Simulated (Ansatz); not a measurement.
# The perfect armchair BAs nanoribbon (N = 10, H edges)

What gap, if any, does the armchair BAs nanoribbon (N = 10, H edges) have, and how does it change under strain?

Method: DFT PBE, plane waves, PAW; relaxation of a wire's period, in the first sound run; inputs show where later runs differ, in Ansatz 0.2.0.

Report form: the programs' logs are mostly left out.

## Step 1: Starting point

The cell holds 24 atoms: 10 B, 10 As and 4 H. Cell: a = 24.875 Å, b = 7.000 Å, c = 5.880 Å, α = 90.0°, β = 90.0°, γ = 90.0°. Vacuum lies along a and b. The structure's axis is c.

## Step 2: The relaxed wire

Band widths follow the bond lengths, so the wire is relaxed first. The atoms and the third cell vector are free; the box across stays fixed as vacuum. A Fermi-Dirac smearing is set since the result may be a metal. The pressure printed is a third of the stress's trace over the whole box, vacuum included; only the stress along the axis is relaxed.

Contents of input.yaml:

```yaml
crystal:
  lattice:
    - [24.875, 0.0, 0.0]
    - [0.0, 7.0, 0.0]
    - [0.0, 0.0, 5.88]
  atoms:
    - { symbol: B, position: [0.192926155, 0.5, 0.0] }
    - { symbol: B, position: [0.329401314, 0.5, 0.0] }
    - { symbol: B, position: [0.465876473, 0.5, 0.0] }
    - { symbol: B, position: [0.602351632, 0.5, 0.0] }
    - { symbol: B, position: [0.738826791, 0.5, 0.0] }
    - { symbol: As, position: [0.192926155, 0.5, 0.333333333] }
    - { symbol: As, position: [0.329401314, 0.5, 0.333333333] }
    - { symbol: As, position: [0.465876473, 0.5, 0.333333333] }
    - { symbol: As, position: [0.602351632, 0.5, 0.333333333] }
    - { symbol: As, position: [0.738826791, 0.5, 0.333333333] }
    - { symbol: H, position: [0.847101726, 0.5, 0.402210884] }
    - { symbol: H, position: [0.140703518, 0.5, 0.460884354] }
    - { symbol: B, position: [0.261163735, 0.5, 0.5] }
    - { symbol: B, position: [0.397638894, 0.5, 0.5] }
    - { symbol: B, position: [0.534114053, 0.5, 0.5] }
    - { symbol: B, position: [0.670589212, 0.5, 0.5] }
    - { symbol: B, position: [0.807064371, 0.5, 0.5] }
    - { symbol: As, position: [0.261163735, 0.5, 0.833333333] }
    - { symbol: As, position: [0.397638894, 0.5, 0.833333333] }
    - { symbol: As, position: [0.534114053, 0.5, 0.833333333] }
    - { symbol: As, position: [0.670589212, 0.5, 0.833333333] }
    - { symbol: As, position: [0.807064371, 0.5, 0.833333333] }
    - { symbol: H, position: [0.1528888, 0.5, 0.902210884] }
    - { symbol: H, position: [0.859287008, 0.5, 0.960884354] }
kpoints:
  mp_grid: { grid: [1, 1, 14] }
scf:
  occupations: { method: fermi_dirac, width: 0.05 }
hamiltonian:
  xc: pbe
relax:
  cell: { fix: [a, b, alpha, beta, gamma] }
  max_steps: 45
  f_tol: 0.03
```

Run with:

```sh
> ansatz run input.yaml --threads 4 --pin off --max-ram 16384MiB --backend cpu --events-out ev --progress --plain --runs-dir out
```

It took 2 min on 4 threads of Arm Neoverse V1, shared host; peak memory 2.5 GiB.

The steps of the relaxation:

```tsv
step	energy less that of the first step (eV)	largest force component (eV/Å)	pressure (GPa)	volume (Å³)
1	0.0000	1.0911	-0.23	1023.85
2	-0.1573	0.4951	0.01	1024.63
3	-0.1798	0.1051	0.12	1022.13
4	-0.1807	0.0034	0.14	1022.18
5*	-0.1804	0.0035	0.14	1022.18
```

Relaxation steps marked * repeat the geometry before them on a plane-wave basis chosen anew for their cell, so energy and pressure can jump there.

The run keeps the 4 symmetry operations that it works with, so distortions that break them were not tested.

```tsv
cell as run	before	after	change
c (Å)	5.880	5.870	-0.2 %
```

The atoms that moved most (Å, along periodic axes as changes of fractional coordinates times the final cell, across vacuum about the mean position):

```tsv
atom	dx	dy	dz	length
As22	-0.101	0.000	-0.056	0.116
As6	0.101	0.000	-0.056	0.116
H12	0.108	0.000	-0.039	0.115
H24	-0.108	0.000	-0.039	0.115
B5	-0.031	0.000	0.017	0.036
B13	0.031	0.000	0.017	0.036
H23	-0.034	0.000	-0.004	0.034
H11	0.034	0.000	-0.004	0.034
```

Numbers from this step:

* cell length along the wire: 5.870 Å

The cell's length comes to 5.870 Å with spin left out.

## Step 3: Bands of the perfect wire

This step: DFT PBE, plane waves, PAW; bands of a perfect wire (Ansatz 0.2.0).

At the relaxed period the bands are computed along the axis; those that cross an energy going forward count the channels that a perfect wire would open there.

Contents of input.yaml:

```yaml
crystal:
  lattice:
    - [24.875, 0.0, 0.0]
    - [0.0, 7.0, 0.0]
    - [0.0, 0.0, 5.8703779815]
  atoms:
    - { symbol: B, position: [0.193594915, 0.5, 0.999023911] }
    - { symbol: B, position: [0.32986438, 0.5, 0.001502782] }
    - { symbol: B, position: [0.46597911, 0.5, 0.002129632] }
    - { symbol: B, position: [0.601833894, 0.5, 0.002607675] }
    - { symbol: B, position: [0.737565198, 0.5, 0.002844959] }
    - { symbol: As, position: [0.197004252, 0.5, 0.323797428] }
    - { symbol: As, position: [0.330159654, 0.5, 0.334861907] }
    - { symbol: As, position: [0.466086011, 0.5, 0.335454987] }
    - { symbol: As, position: [0.60195272, 0.5, 0.335178094] }
    - { symbol: As, position: [0.738170763, 0.5, 0.336686872] }
    - { symbol: H, position: [0.84847801, 0.5, 0.4014909] }
    - { symbol: H, position: [0.145032926, 0.5, 0.454182757] }
    - { symbol: B, position: [0.262425328, 0.5, 0.502844959] }
    - { symbol: B, position: [0.398156632, 0.5, 0.502607675] }
    - { symbol: B, position: [0.534011416, 0.5, 0.502129632] }
    - { symbol: B, position: [0.670126146, 0.5, 0.501502782] }
    - { symbol: B, position: [0.806395611, 0.5, 0.499023911] }
    - { symbol: As, position: [0.261819763, 0.5, 0.836686872] }
    - { symbol: As, position: [0.398037806, 0.5, 0.835178094] }
    - { symbol: As, position: [0.533904515, 0.5, 0.835454987] }
    - { symbol: As, position: [0.669830872, 0.5, 0.834861907] }
    - { symbol: As, position: [0.802986274, 0.5, 0.823797428] }
    - { symbol: H, position: [0.151512516, 0.5, 0.9014909] }
    - { symbol: H, position: [0.8549576, 0.5, 0.954182757] }
kpoints:
  mp_grid: { grid: [1, 1, 14] }
  band_path: { path: ["Γ", Z], npoints: 90 }
scf:
  occupations: { method: fermi_dirac, width: 0.05 }
hamiltonian:
  xc: pbe
output:
  dos: { e_range: [-5, 4] }
  write_potential: true
  write_density: true
  volumetric_format: npy
```

Elapsed: 5.3 min, on 4 threads; peak memory 6 GiB; 21 min of CPU time.

Numbers from this step:

- band gap: 1.045 eV

The electronic bands at the labelled points (eV, zero at the Fermi level; v1 is the highest filled band, c1 the lowest empty one):

```tsv
point	v4	v3	v2	v1	c1	c2	c3	c4
Γ	-1.22	-1.03	-0.59	-0.52	0.53	0.56	0.88	1.04
halfway	-1.86	-1.50	-1.27	-1.14	1.07	1.16	1.55	1.89
Z	-2.00	-2.00	-1.53	-1.53	1.29	1.29	1.98	1.98
```

The gap is 1.05 eV, with spin left out.

On this path the gap is direct, 1.05 eV, with the valence top at Γ and the conduction bottom at Γ.

## Step 4: Strain along the wire, period over the relaxed period 0.96, k-mesh 1×1×11

This step: DFT PBE, plane waves, PAW; relaxation at a fixed period (Ansatz 0.2.0).

The period is set to 0.96 times the relaxed one and the atoms relax within it: strain changes bond lengths and angles, which shifts the bands against each other. Against the first PBE run of this kind, the mesh along the wire has 11 points against 14.

The cell differs from the one that the last finished run ended in (c 5.870 → 5.636 Å).

Changes to input.yaml since step 3:

```diff
@@ -4,3 +4,3 @@
     - [0.0, 7.0, 0.0]
-    - [0.0, 0.0, 5.8703779815]
+    - [0.0, 0.0, 5.6355628622]
   atoms:
@@ -31,3 +31,3 @@
 kpoints:
-  mp_grid: { grid: [1, 1, 14] }
+  mp_grid: { grid: [1, 1, 11] }
   band_path: { path: ["Γ", Z], npoints: 90 }
@@ -37,6 +37,6 @@
   xc: pbe
+relax:
+  max_steps: 40
+  f_tol: 0.02
 output:
-  dos: { e_range: [-5, 4] }
-  write_potential: true
-  write_density: true
-  volumetric_format: npy
+  stress: true
```

It took 5.5 min on 4 threads; peak memory 5.9 GiB; 22 min of CPU time.

Step by step:

```tsv
step	energy less that of the first step (eV)	largest force component (eV/Å)
1	0.0000	0.9823
2	-0.1994	0.3930
3	-0.2318	0.0354
4	-0.2320	0.0089
```

The run keeps the 4 symmetry operations that it works with, so distortions that break them were not tested.

The atoms that moved most (Å):

```tsv
atom	dx	dy	dz	length
H12	-0.074	0.000	0.116	0.137
H24	0.074	0.000	0.116	0.137
H11	0.084	0.000	-0.106	0.135
H23	-0.084	0.000	-0.106	0.135
B1	-0.115	0.000	-0.032	0.119
B17	0.115	0.000	-0.032	0.119
As22	0.116	0.000	0.023	0.118
As6	-0.116	0.000	0.023	0.118
```

Final coordinates:

```cif
data_structure
_symmetry_space_group_name_H-M 'P 1'
_symmetry_Int_Tables_number 1
_cell_length_a 24.8750
_cell_length_b 7.0000
_cell_length_c 5.6356
_cell_angle_alpha 90.000
_cell_angle_beta 90.000
_cell_angle_gamma 90.000
_cell_volume 981.29
loop_
_atom_site_label
_atom_site_type_symbol
_atom_site_fract_x
_atom_site_fract_y
_atom_site_fract_z
_atom_site_occupancy
B1 B 0.18897 0.50000 0.99338 1
B2 B 0.32771 0.50000 0.99878 1
B3 B 0.46555 0.50000 0.99944 1
B4 B 0.60309 0.50000 0.99984 1
B5 B 0.74059 0.50000 0.99944 1
As6 As 0.19236 0.50000 0.32788 1
As7 As 0.32803 0.50000 0.33775 1
As8 As 0.46570 0.50000 0.33813 1
As9 As 0.60326 0.50000 0.33782 1
As10 As 0.74118 0.50000 0.33996 1
H11 H 0.85184 0.50000 0.38261 1
H12 H 0.14205 0.50000 0.47472 1
B13 B 0.25940 0.50000 0.49944 1
B14 B 0.39690 0.50000 0.49984 1
B15 B 0.53444 0.50000 0.49944 1
B16 B 0.67228 0.50000 0.49878 1
B17 B 0.81102 0.50000 0.49338 1
As18 As 0.25881 0.50000 0.83996 1
As19 As 0.39673 0.50000 0.83782 1
As20 As 0.53429 0.50000 0.83813 1
As21 As 0.67196 0.50000 0.83775 1
As22 As 0.80764 0.50000 0.82788 1
H23 H 0.14815 0.50000 0.88261 1
H24 H 0.85794 0.50000 0.97472 1
```

Numbers from this step:

```yaml
band_gap: 1.009 eV
```

Electronic bands along the path, in eV, zero at the Fermi level; v1 is the highest filled band, c1 the lowest empty one:

```tsv
point	v4	v3	v2	v1	c1	c2	c3	c4
Γ	-1.19	-0.91	-0.61	-0.50	0.51	0.58	0.91	1.11
halfway	-1.88	-1.52	-1.41	-1.21	1.02	1.14	1.54	1.89
Z	-2.12	-2.12	-1.67	-1.67	1.20	1.20	1.89	1.89
```

The gap is 1.01 eV, against 1.05 eV under PBE at the relaxed period.

## Step 5: At a strained period, period over the relaxed period 0.98, k-mesh 1×1×11

The period is set to 0.98 times the relaxed one and the atoms relax within it: strain changes bond lengths and angles, which shifts the bands against each other. Against the first PBE run of this kind, the mesh along the wire has 11 points against 14.

The cell differs from the one that the last finished run ended in (c 5.636 → 5.753 Å).

Changes to input.yaml since step 4:

```diff
@@ -4,3 +4,3 @@
     - [0.0, 7.0, 0.0]
-    - [0.0, 0.0, 5.6355628622]
+    - [0.0, 0.0, 5.7529704218]
   atoms:
```

The job ended after 5.6 min (4 threads; peak memory 6 GiB; 22 min of CPU time).

Step by step:

```tsv
step	energy less that of the first step (eV)	largest force component (eV/Å)
1	0.0000	0.4252
2	-0.0450	0.1674
3	-0.0515	0.0183
4	-0.0515	0.0183
```

The run keeps the 4 symmetry operations that it works with, so distortions that break them were not tested.

The atoms that moved most (Å):

```tsv
atom	dx	dy	dz	length
H23	-0.040	0.000	-0.055	0.069
H11	0.040	0.000	-0.055	0.069
H24	0.035	0.000	0.058	0.068
H12	-0.035	0.000	0.058	0.068
B1	-0.056	0.000	-0.017	0.058
B17	0.056	0.000	-0.017	0.058
As22	0.055	0.000	0.011	0.056
As6	-0.055	0.000	0.011	0.056
```

The relaxed structure:

```xyz
24
Lattice="24.8750 0.0000 0.0000 0.0000 7.0000 0.0000 0.0000 0.0000 5.7530" Properties=species:S:1:pos:R:3
B     4.7601    3.5000    5.7305
B     8.1801    3.5000    0.0020
B    11.5861    3.5000    0.0059
B    14.9852    3.5000    0.0084
B    18.3822    3.5000    0.0079
As    4.8453    3.5000    1.8736
As    8.1879    3.5000    1.9343
As   11.5895    3.5000    1.9373
As   14.9889    3.5000    1.9357
As   18.3971    3.5000    1.9456
H    21.1461    3.5000    2.2543
H     3.5729    3.5000    2.6712
B     6.4925    3.5000    2.8844
B     9.8896    3.5000    2.8849
B    13.2887    3.5000    2.8823
B    16.6947    3.5000    2.8785
B    20.1147    3.5000    2.8540
As    6.4777    3.5000    4.8221
As    9.8858    3.5000    4.8122
As   13.2853    3.5000    4.8138
As   16.6869    3.5000    4.8107
As   20.0295    3.5000    4.7501
H     3.7287    3.5000    5.1308
H    21.3018    3.5000    5.5477
```

The electronic bands at the labelled points (eV, zero at the Fermi level; v1 is the highest filled band, c1 the lowest empty one):

```tsv
point	v4	v3	v2	v1	c1	c2	c3	c4
Γ	-1.25	-0.96	-0.55	-0.54	0.54	0.56	0.90	1.08
halfway	-1.87	-1.51	-1.33	-1.17	1.06	1.16	1.55	1.90
Z	-2.05	-2.05	-1.60	-1.60	1.26	1.26	1.95	1.95
```

The gap is 1.08 eV, against 1.05 eV under PBE at the relaxed period.

## Step 6: Strain along the wire, period over the relaxed period 1.02, k-mesh 1×1×11

The period is set to 1.02 times the relaxed one and the atoms relax within it: strain changes bond lengths and angles, which shifts the bands against each other. Against the first PBE run of this kind, the mesh along the wire has 11 points against 14.

The cell differs from the one that the last finished run ended in (c 5.753 → 5.988 Å).

Changes to input.yaml since step 5:

```diff
@@ -4,3 +4,3 @@
     - [0.0, 7.0, 0.0]
-    - [0.0, 0.0, 5.7529704218]
+    - [0.0, 0.0, 5.9877855411]
   atoms:
```

Wall time 6.2 min (4 threads); peak memory 6.2 GiB; 25 min of CPU time.

Relaxation path:

```tsv
step	energy less that of the first step (eV)	largest force component (eV/Å)
1	0.0000	0.3069
2	-0.0348	0.1134
3	-0.0386	0.0205
4	-0.0386	0.0012
```

The run keeps the 4 symmetry operations that it works with, so distortions that break them were not tested.

The atoms that moved most (Å):

```tsv
atom	dx	dy	dz	length
H12	0.030	0.000	-0.060	0.067
H24	-0.030	0.000	-0.060	0.067
H11	-0.034	0.000	0.056	0.065
H23	0.034	0.000	0.056	0.065
B17	-0.049	0.000	0.016	0.052
B1	0.049	0.000	0.016	0.052
As6	0.050	0.000	-0.011	0.051
As22	-0.050	0.000	-0.011	0.051
```

The relaxed structure:

```xyz
24
Lattice="24.8750 0.0000 0.0000 0.0000 7.0000 0.0000 0.0000 0.0000 5.9878" Properties=species:S:1:pos:R:3
B     4.8650    3.5000    5.9982
B     8.2260    3.5000    0.0144
B    11.5950    3.5000    0.0178
B    14.9576    3.5000    0.0212
B    18.3168    3.5000    0.0252
As    4.9507    3.5000    1.9276
As    8.2342    3.5000    1.9990
As   11.5980    3.5000    2.0024
As   14.9611    3.5000    2.0013
As   18.3328    3.5000    2.0085
H    21.0723    3.5000    2.4600
H     3.6380    3.5000    2.6599
B     6.5580    3.5000    3.0191
B     9.9172    3.5000    3.0151
B    13.2798    3.5000    3.0117
B    16.6488    3.5000    3.0083
B    20.0098    3.5000    3.0043
As    6.5419    3.5000    5.0024
As    9.9137    3.5000    4.9952
As   13.2768    3.5000    4.9963
As   16.6406    3.5000    4.9929
As   19.9241    3.5000    4.9215
H     3.8025    3.5000    5.4539
H    21.2368    3.5000    5.6537
```

The electronic bands at the labelled points (eV, zero at the Fermi level; v1 is the highest filled band, c1 the lowest empty one):

```tsv
point	v4	v3	v2	v1	c1	c2	c3	c4
Γ	-1.15	-1.10	-0.65	-0.49	0.50	0.57	0.87	1.00
halfway	-1.81	-1.51	-1.21	-1.11	1.07	1.16	1.53	1.86
Z	-1.95	-1.95	-1.48	-1.48	1.31	1.31	1.99	1.99
```

The gap is 0.992 eV, against 1.05 eV under PBE at the relaxed period.

## Step 7: At a strained period, period over the relaxed period 1.04, k-mesh 1×1×10

The period is set to 1.04 times the relaxed one and the atoms relax within it: strain changes bond lengths and angles, which shifts the bands against each other. Against the first PBE run of this kind, the mesh along the wire has 10 points against 14.

The cell differs from the one that the last finished run ended in (c 5.988 → 6.105 Å).

Changes to input.yaml since step 6:

```diff
@@ -4,3 +4,3 @@
     - [0.0, 7.0, 0.0]
-    - [0.0, 0.0, 5.9877855411]
+    - [0.0, 0.0, 6.1051931007]
   atoms:
@@ -31,3 +31,3 @@
 kpoints:
-  mp_grid: { grid: [1, 1, 11] }
+  mp_grid: { grid: [1, 1, 10] }
   band_path: { path: ["Γ", Z], npoints: 90 }
```

Wall time 6 min (4 threads); peak memory 6.4 GiB.

The steps of the relaxation:

```tsv
step	energy less that of the first step (eV)	largest force component (eV/Å)
1	0.0000	0.5172
2	-0.1243	0.1797
3	-0.1360	0.0427
4	-0.1361	0.0030
```

The run keeps the 4 symmetry operations that it works with, so distortions that break them were not tested.

The atoms that moved most (Å):

```tsv
atom	dx	dy	dz	length
H24	-0.057	0.000	-0.119	0.132
H12	0.057	0.000	-0.119	0.132
H23	0.065	0.000	0.112	0.130
H11	-0.065	0.000	0.112	0.130
B17	-0.095	0.000	0.033	0.100
B1	0.095	0.000	0.033	0.100
As6	0.096	0.000	-0.022	0.098
As22	-0.096	0.000	-0.022	0.098
```

The relaxed structure:

```cif
data_structure
_symmetry_space_group_name_H-M 'P 1'
_symmetry_Int_Tables_number 1
_cell_length_a 24.8750
_cell_length_b 7.0000
_cell_length_c 6.1052
_cell_angle_alpha 90.000
_cell_angle_beta 90.000
_cell_angle_gamma 90.000
_cell_volume 1063.07
loop_
_atom_site_label
_atom_site_type_symbol
_atom_site_fract_x
_atom_site_fract_y
_atom_site_fract_z
_atom_site_occupancy
B1 B 0.19741 0.50000 0.00437 1
B2 B 0.33143 0.50000 0.00301 1
B3 B 0.46628 0.50000 0.00360 1
B4 B 0.60088 0.50000 0.00418 1
B5 B 0.73533 0.50000 0.00527 1
As6 As 0.20084 0.50000 0.32015 1
As7 As 0.33175 0.50000 0.33307 1
As8 As 0.46637 0.50000 0.33365 1
As9 As 0.60099 0.50000 0.33354 1
As10 As 0.73598 0.50000 0.33441 1
H11 H 0.84588 0.50000 0.41988 1
H12 H 0.14731 0.50000 0.43462 1
B13 B 0.26466 0.50000 0.50527 1
B14 B 0.39912 0.50000 0.50418 1
B15 B 0.53371 0.50000 0.50360 1
B16 B 0.66856 0.50000 0.50301 1
B17 B 0.80258 0.50000 0.50437 1
As18 As 0.26401 0.50000 0.83441 1
As19 As 0.39900 0.50000 0.83354 1
As20 As 0.53362 0.50000 0.83365 1
As21 As 0.66824 0.50000 0.83307 1
As22 As 0.79915 0.50000 0.82015 1
H23 H 0.15411 0.50000 0.91988 1
H24 H 0.85268 0.50000 0.93462 1
```

The electronic bands at the labelled points (eV, zero at the Fermi level; v1 is the highest filled band, c1 the lowest empty one):

```tsv
point	v4	v3	v2	v1	c1	c2	c3	c4
Γ	-1.17	-1.09	-0.70	-0.47	0.48	0.58	0.85	0.97
halfway	-1.75	-1.51	-1.15	-1.09	1.07	1.14	1.51	1.82
Z	-1.91	-1.91	-1.42	-1.42	1.32	1.32	1.79	1.79
```

The gap is 0.949 eV, against 1.05 eV under PBE at the relaxed period.

## Step 8: At a strained period, period over the relaxed period 1.06, k-mesh 1×1×10

The period is set to 1.06 times the relaxed one and the atoms relax within it: strain changes bond lengths and angles, which shifts the bands against each other. Against the first PBE run of this kind, the mesh along the wire has 10 points against 14.

The cell differs from the one that the last finished run ended in (c 6.105 → 6.223 Å).

Changes to input.yaml since step 7:

```diff
@@ -4,3 +4,3 @@
     - [0.0, 7.0, 0.0]
-    - [0.0, 0.0, 6.1051931007]
+    - [0.0, 0.0, 6.2226006603]
   atoms:
```

Run time: 6.3 min. Hardware: 4 threads; peak memory 6.5 GiB.

Electronic bands along the path, in eV, zero at the Fermi level; v1 is the highest filled band, c1 the lowest empty one:

```tsv
point	v4	v3	v2	v1	c1	c2	c3	c4
Γ	-1.23	-1.03	-0.75	-0.46	0.46	0.60	0.85	0.96
halfway	-1.68	-1.51	-1.09	-1.07	1.06	1.13	1.49	1.78
Z	-1.86	-1.86	-1.36	-1.36	1.32	1.32	1.58	1.58
```

The gap is 0.916 eV, against 1.05 eV under PBE at the relaxed period.

## Step 9: The series together

Times are for 4 threads of Arm Neoverse V1, shared host. The series side by side:

```tsv
no.	period over the relaxed period	k-mesh	free energy less the lowest (eV)	pressure (GPa)	band gap (eV)	time	memory (GiB)
1	0.96	1×1×11	0.3985	1.534	1.009	5.5 min	5.9
2	0.98	1×1×11	0.004299	0.8132	1.078	5.6 min	6.0
3	1.02	1×1×11	0	-0.4935	0.9919	6.2 min	6.2
4	1.04	1×1×10	0.3557	-1.077	0.9487	6 min	6.4
5	1.06	1×1×10	0.9254	-1.609	0.9157	6.3 min	6.5
```

## Step 10: Results

- cell length, PBE: 5.870 Å
- gap, PBE: 1.05 eV
- gap, period scaled by 0.96: 1.01 eV
- gap, period scaled by 0.98: 1.08 eV
- gap, period scaled by 1.02: 0.992 eV
- gap, period scaled by 1.04: 0.949 eV
- gap, period scaled by 1.06: 0.916 eV

Under PBE the cell's length is 5.87 Å, and a gap of 1.05 eV makes it a semiconductor. Strain matters: under PBE the gap goes from 1.05 eV to 1.01 eV at 0.96 times the period, 1.08 eV at 0.98 times the period, 0.992 eV at 1.02 times the period, 0.949 eV at 1.04 times the period and 0.916 eV at 1.06 times the period.

[Logs are printed without paths, hosts, clocks, repeated set-up lines and the standing remarks that a program may print on its own settings, such as how far it seeks lower states.]

[Hosts, paths, dates, database ids (printed as entryN), source tags and the programs' standing remarks are cut or masked in the printed files.]
